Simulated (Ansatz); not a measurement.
**SiO₂ (P4_2/mnm), a vibration from a frozen displacement**

All numbers below come from DFT PBE, scalar-relativistic, plane waves, PAW (Ansatz 0.2.0). The runs took a 420 eV cutoff, a Γ-centred 6×6×8 mesh and Gaussian smearing (0.05 eV). No spin polarisation. Energies are free energies at this smearing, counted from the undisturbed cell; pressure is positive in compression.

The undisturbed cell (relaxed at this level; this rutile-type form isn't the usual structure):

```xyz
6
Lattice="4.2361 0.0000 0.0000 0.0000 4.2361 0.0000 0.0000 0.0000 2.6905" Properties=species:S:1:pos:R:3 pbc="T T T"
Si    2.1181    2.1181    1.3452
Si    0.0000    0.0000    0.0000
O     2.9357    2.9357    0.0000
O     0.8176    3.4185    1.3452
O     1.3004    1.3004    0.0000
O     3.4185    0.8176    1.3452
```

Every Si atom is moved by x along the Cartesian unit vector (0.000, 0.000, -1.000); the cell and all other atoms stay fixed. The cell's volume is 48.28 Å³; the moved atoms weigh 56.170 u together and the others 63.996 u. Some rows repeat others by symmetry and weren't run.

```csv
x (Å),ΔE (meV/cell),total force on the moved atoms along the move (eV/Å),pressure (GPa)
-0.2000,889.91,9.1242,10.2395
-0.1750,677.30,7.8910,7.8150
-0.1500,495.04,6.6950,5.7260
-0.1250,342.28,5.5310,3.9674
-0.1000,218.27,4.3932,2.5347
-0.0750,122.44,3.2766,1.4243
-0.0500,54.31,2.1758,0.6332
-0.0250,13.56,1.0852,0.1593
0.0000,0.00,0.0000,0.0015
0.0250,13.56,-1.0852,0.1593
0.0500,54.31,-2.1758,0.6332
0.0750,122.44,-3.2766,1.4243
0.1000,218.27,-4.3932,2.5347
0.1250,342.28,-5.5310,3.9674
0.1500,495.04,-6.6950,5.7260
0.1750,677.30,-7.8910,7.8150
0.2000,889.91,-9.1242,10.2395
```

Problem. What frequency belongs to this motion?

Solution. The force constant is k = −dF/dx = 43.408 eV/Å², from the parabola through x = -0.0250, 0 and 0.0250. In every cell the moved atoms swing against the rest, so the mass is μ = m₁m₂/(m₁ + m₂) = 29.914 u, and ν̃ = 521.5 cm⁻¹ × √(|k|/μ) = 628 cm⁻¹. To first order in x, and within 1 %, the force on every atom lies along the move and, within each of the two groups, in proportion to the atom's mass, so this is itself a mode at the zone centre of this cell, taken without macroscopic field (the transverse frequency in a polar insulator).

Problem. How far does the harmonic law reach?

Solution. At x = -0.200 Å, kx²/2 = 868.16 meV against the computed 889.91 meV (+2.5 %): the well is still close to harmonic there.

Problem. The pressure changes with x². What does that say about the frequency under compression?

Solution. With E = k(V)x²/2, k ∝ V^(−2γ) and x scaling with the cell as V^(1/3), P − P0 = −∂E/∂V = (2γ − 2/3) ΔE/V. At x = 0.0500 Å, V(P − P0) = 48.28 × 0.63162 / 160.2 eV = 190.33 meV and ΔE = 54.31 meV, so γ = 1/3 + V(P − P0)/(2ΔE) = 2.09. This is the Grüneisen parameter of the motion under uniform scaling of the cell: shrinking the cell evenly by 1 % in volume raises the frequency by about 2.09 %.

The single minimum and steep restoring force show that the silicon sublattice is firmly held against polar displacement along c. This is the infrared-active A2u motion of the rutile structure. It shortens some of the Si–O bonds inclined to c and lengthens their opposite partners, so short-range repulsion probably supplies much of the stiffness. In rutile TiO₂ the corresponding mode is much softer, because empty Ti d states mix with O 2p and favour off-centring; silicon has no comparably low-lying d states.

Inversion symmetry cancels the odd terms in the energy, leaving the slight hardening at large amplitude. The anharmonicity of the individual bonds still shows in the pressure: the compressed bonds push back harder than the stretched ones pull, which fits the positive Grüneisen parameter of 2.09. That value shouldn't be carried over directly to hydrostatic compression, since the rutile form of SiO₂ shrinks more readily along a than along c, and a mode polarised along c should respond differently to the two strains.
